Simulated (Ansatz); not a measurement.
LiCl built on the h-MgO prototype, relaxed with r2SCAN, was run in the plane-wave code Ansatz under altered settings. All numbers are computed, without spin polarisation but where a row says otherwise.

```yaml
crystal:
  lattice:
    - [4.16187, 0.00000, 0.00000]
    - [-2.08094, 3.60429, 0.00000]
    - [0.00000, 0.00000, 5.23255]
  atoms:
    - { symbol: Li, position: [0.33333, 0.66667, 0.25000] }
    - { symbol: Li, position: [0.66667, 0.33333, 0.75000] }
    - { symbol: Cl, position: [0.66667, 0.33333, 0.25000] }
    - { symbol: Cl, position: [0.33333, 0.66667, 0.75000] }
```

The base run's other keys:
```yaml
kpoints:
  mp_grid: { grid: [6, 6, 2] }
hamiltonian:
  xc: hse06
scf:
  occupations: { method: fixed }
  n_extra_bands: 5
```

It takes 10 iterations with 1535 plane waves at 420 eV and 14 k points, and leaves a mean stress of +0.14 GPa. The gap over this mesh is 6.945 eV.

Outcomes, with energy and stress as changes against the base:
```
                                  setting    outcome  ΔF (meV/atom)  Δ mean stress (GPa)  gap on the mesh (eV)  iterations
PBE hybrid, exx coeff 0.15, omega 0.3 1/Å  converged              –                 +0.2                 6.281           9
                  hamiltonian.xc: lc_wpbe  converged              –                 -0.4                12.235          13
              scf.occupations: cold 0.001  converged            0.0                  0.0                 6.944          10
             hamiltonian.dispersion: d3bj  converged           -209                 -1.8                 6.945          10
```
A dash marks a value that wasn't obtained or can't be compared. Stress is positive in compression. The base's mesh is coarse for a hybrid, so its own values aren't converged.

- PBE hybrid, exx coeff 0.15, omega 0.3 1/Å. That is 15 % exact exchange, screened with ω = 0.3 1/Å, against HSE06's 25 % screened at 0.208 1/Å. The mean stress moves by +0.2 GPa and the gap on the mesh by -0.663 eV (to 6.281). Totals of different functionals aren't comparable.
- hamiltonian.xc: lc_wpbe. The mean stress moves by -0.4 GPa and the gap on the mesh by +5.290 eV (to 12.235). It's another functional on the same cell, so totals aren't comparable.
- hamiltonian.dispersion: d3bj. The free energy moves by -209 meV an atom, the mean stress by -1.8 GPa and the gap on the mesh by 0.000 eV (to 6.945). A pairwise correction adds to energy, forces and stress and leaves the bands alone.

Within 1 meV an atom, 0.1 GPa and 0.005 eV of the base stay: scf.occupations: cold 0.001.

The stress of a hybrid is loosely converged in these runs.

The meshes of the hybrids are coarse, so their gaps aren't converged to the digits shown.
